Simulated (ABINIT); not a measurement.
Wanted: an ASE script for an ABINIT 10.8.3 (patched build) run.

```
Task                                            : equation of state
Functional                                      : PBE
Dispersion                                      : D4
Potentials or basis                             : JTH PAW PBE v2.0
Cutoff                                          : 707 eV
k mesh                                          : 13 × 13 × 13
Occupations                                     : fermi-dirac, width 0.05 eV
Spin                                            : no spin polarisation
Dispersion computed by                          : dftd4 4.3.1
Fine-grid cutoff                                : 1306.15 eV
Exchange and correlation inside the PAW spheres : full angular mesh (pawxcdev 0, this build's default; the released program takes 1)
```

Crystal: BN.

```
N B
1.0
     0.00000    1.81300    1.81300
     1.81300    0.00000    1.81300
     1.81300    1.81300    0.00000
N B
1 1
Cartesian
  0.9065 0.9065 0.9065
  0.0000 0.0000 0.0000
```

The cell is a database's computed one.

The input as run:

run.py

```python
import json, os
import numpy as np
from ase.eos import EquationOfState
from ase.units import GPa
from ase.calculators.mixing import SumCalculator
from dftd4.ase import DFTD4
from ase.calculators.abinit import Abinit, AbinitProfile
from ase import Atoms

atoms = Atoms(['N', 'B'],
              cell=[[0.0, 1.813001, 1.813001], [1.813001, 0.0, 1.813001], [1.813001, 1.813001, 0.0]],
              scaled_positions=[[0.25, 0.25, 0.25], [0.0, 0.0, 0.0]],
              pbc=True)

profile = AbinitProfile(command='abinit', pp_paths=[os.path.abspath('pseudos')])
params = dict(
    pps='pawxml', xc='PBE',
    ecut=707.496,
    pawecutdg=1306.1465,
    kptopt=1,
    ngkpt=[13, 13, 13],
    nshiftk=1,
    shiftk=[0.0, 0.0, 0.0],
    ixc=11,
    nband=8,
    occopt=3,
    tsmear=0.05,
    nstep=100,
    tolvrs=1e-09,
    prtwf=0,
    prtden=0,
)

cell0 = atoms.cell.copy()
volumes, energies = [], []
for i, x in enumerate([0.94, 0.96, 0.98, 1.0, 1.02, 1.04, 1.06]):
    atoms.set_cell(cell0 * x ** (1 / 3), scale_atoms=True)
    atoms.calc = SumCalculator([Abinit(profile=profile, directory=f'v{i}', **params), DFTD4(method='pbe')])
    volumes.append(atoms.get_volume() / len(atoms))
    dft, disp = atoms.calc.mixer.calcs
    energies.append((dft.get_property('free_energy', atoms) + disp.get_property('energy', atoms)) / len(atoms))
    print(f'{x:5.2f} {volumes[-1]:10.5f} A^3/atom {energies[-1]:14.6f} eV/atom', flush=True)
    json.dump(dict(volumes=volumes, energies=energies), open('results.json', 'w'))
v0, e0, b0 = EquationOfState(volumes, energies, eos='birchmurnaghan').fit()
print(f'V0 {v0:.4f} A^3/atom  E0 {e0:.6f} eV/atom  B0 {b0 / GPa:.2f} GPa')
```

Potentials or basis: JTH PAW PBE v2.0.

Command:

```console
$ python run.py
```

It gave:

```
Equilibrium volume                      : 5.87 Å³/atom
Bulk modulus                            : 385 GPa
Pressure derivative of the bulk modulus : 3.9
```

Caveat: pressures at fixed basis lie under the slope of the energies; the log and the count of SCF iterations are those of the last ABINIT call alone.

Run time: 2.4 min on 1 thread of Intel(R) Xeon(R) Platinum 8259CL CPU @ 2.50GHz (Skylake/Cascade Lake), on a shared host, peak memory 0.09 GiB.
